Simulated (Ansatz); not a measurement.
## Relaxing Cu

These are results of Ansatz, DFT PBE, scalar-relativistic, plane waves, PAW, not measurements. Run with 420 eV cutoff, 14×14×16 k-mesh, Gaussian smearing of 0.10 eV, no spin polarisation.

What was changed: biaxial strain in the a-b plane, c and atoms relaxed: -2.0 %.

Input:

```yaml
crystal:
  lattice:
    - [2.8920406084, 0.0, 0.0]
    - [0.0, 2.8920406084, 0.0]
    - [0.0, 0.0, 2.7922201216]
  atoms:
    - { symbol: Cu, position: [0.0, 0.0, 0.0] }
    - { symbol: Cu, position: [0.5, 0.5, 0.5] }
basis:
  ecutwfc: 420
kpoints:
  mp_grid: { grid: [14, 14, 16] }
hamiltonian:
  xc: pbe
scf:
  occupations: { method: gaussian, width: 0.1 }
output:
  forces: true
  stress: true
  eigenvalues: true
relax:
  adjacent_minimum: "off"
  f_tol: 0.008
  max_steps: 40
  cell: { stress_tol: 0.05, fix: [a, b, gamma] }
```

F is the free energy. Steps run on the plane waves of an earlier cell, but the last one, and at times one on the way, on a freshly chosen basis, so a repeated geometry can differ a little in energy. The held parts of the cell keep their stress, so P needn't end at zero.

Steps:

| step | F − F(1) (eV) | largest force component (eV/Å) | V (Å³/atom) | P (GPa) |
| --- | --- | --- | --- | --- |
| 1 | 0.0000 | 0.000 | 11.677 | 4.14 |
| 2 | -0.0044 | 0.000 | 11.782 | 2.75 |
| 3 | -0.0078 | 0.000 | 11.985 | 0.26 |
| 4 | -0.0078 | 0.000 | 11.998 | 0.11 |
| 5 | -0.0082 | 0.000 | 11.998 | 0.09 |

Relaxed structure:

```
CELL_PARAMETERS angstrom
2.89204 0.00000 0.00000
0.00000 2.89204 0.00000
0.00000 0.00000 2.86895
ATOMIC_POSITIONS crystal
Cu 0.00000 0.00000 0.00000
Cu 0.50000 0.50000 0.50000
```

Symmetry: I4/mmm, No. 139, tetragonal system. Conventional cell: a = 2.892 Å, b = 2.892 Å, c = 2.869 Å, α = 90.00°, β = 90.00°, γ = 90.00°. Cu (site symmetry 4/mmm) has 14 Cu at 2.50 to 2.89 Å as nearest neighbours.

The run converged. The run took roughly 30 core-seconds.